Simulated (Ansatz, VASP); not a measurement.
## One calculation of Si, two programs

The input INCAR:

```
ALGO = Normal
EDIFF = 1E-6
ENCUT = 520
GGA = PE
ISIF = 2
ISMEAR = -1
LASPH = True
LCHARG = False
LREAL = False
LWAVE = False
NBANDS = 11
NELM = 100
PREC = Accurate
SIGMA = 0.08
```

File KPOINTS:

```
k-points
0
Gamma
  12 12 12
```

Contents of POSCAR:

```
Si
1.0
    0.0000000000      2.4049269251      2.4049269251
    2.4049269251      0.0000000000      2.4049269251
    2.4049269251      2.4049269251      0.0000000000
Si
2
Direct
   -0.1250000000     -0.1250000000     -0.1250000000
    0.1250000000      0.1250000000      0.1250000000
```

Input for Ansatz:

```yaml
crystal:
  lattice:
    - [0.0, 2.4049269251, 2.4049269251]
    - [2.4049269251, 0.0, 2.4049269251]
    - [2.4049269251, 2.4049269251, 0.0]
  atoms:
    - { symbol: Si, position: [-0.125, -0.125, -0.125] }
    - { symbol: Si, position: [0.125, 0.125, 0.125] }
kpoints:
  mp_grid: { grid: [12, 12, 12] }
scf:
  occupations: { method: fermi_dirac, width: 0.08 }
hamiltonian:
  xc: pbe
  pseudopotentials: { kind: all_electron, lapw: { basis_error: 0.001 } }
output:
  forces: true
  stress: true
  eigenvalues: true
  populations: true
```

Change from the starting cell: volume scaled by 0.68, LAPW.

Alike in both runs: task single point; functional PBE; k mesh 12 × 12 × 12; occupations fermi-dirac, width 0.08 eV; no spin polarisation.

|  | VASP | Ansatz |
| --- | --- | --- |
| version | VASP 6.6.1 | Ansatz 0.2.0 |
| potentials or method | VASP PAW PBE potentials, release 64 (Si) | all-electron LAPW, scalar-relativistic |
| plane-wave cutoff (eV) | 520 | see its input |

|  | VASP | Ansatz | Ansatz less VASP |
| --- | --- | --- | --- |
| pressure (GPa) | 74.4 | 74.2 | -0.22 |

Ansatz ran all-electron here, so the differences hold the error of VASP's frozen core and of both bases.

Caveats: the cell as given lies far from equilibrium; so large a pressure means that the cell lies far from this level's equilibrium, or that cutoff or potentials fall short (VASP).
